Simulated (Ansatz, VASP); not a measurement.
**GaN in VASP and in Ansatz**

```
Ga N
1.0
     3.08710    0.00000    0.00000
    -1.54355    2.67351    0.00000
     0.00000    0.00000    5.18543
Ga N
2 2
Direct
  0.33333 0.66667 0.99919
  0.66667 0.33333 0.49919
  0.33333 0.66667 0.37581
  0.66667 0.33333 0.87581
```

Change from the starting cell: strain -0.030 along x and y, +0.000 along z, atoms carried along.

Alike in both runs: task single point; functional PBEsol; k mesh 12 × 12 × 6; occupations gaussian, width 0.05 eV; no spin polarisation.

|  | VASP | Ansatz |
| --- | --- | --- |
| version | VASP 6.6.1 | Ansatz 0.2.0 |
| potentials or method | VASP PAW PBE potentials, release 64 (Ga_d, N) | scalar-relativistic, plane waves, PAW |
| plane-wave cutoff (eV) | 520 | 420 |
| valence electrons in the cell | 36 | 36 |

```csv
,VASP,Ansatz,Ansatz less VASP
gap on the k mesh at the Fermi level (eV),2.19,2.16,-0.022
least direct gap on the mesh (eV),2.19,2.16,-0.022
pressure (GPa),13.2,13.5,+0.30
largest component of the traceless stress (GPa),9.15,9.18,+0.032
rms of the force components (eV/Å),0.227,0.233,+0.0056
```

Atom by atom the forces differ by 0.006 eV/Å (rms over components).

Caveats: the PAW data sets were made with another functional, which shifts forces and pressure a little (VASP).
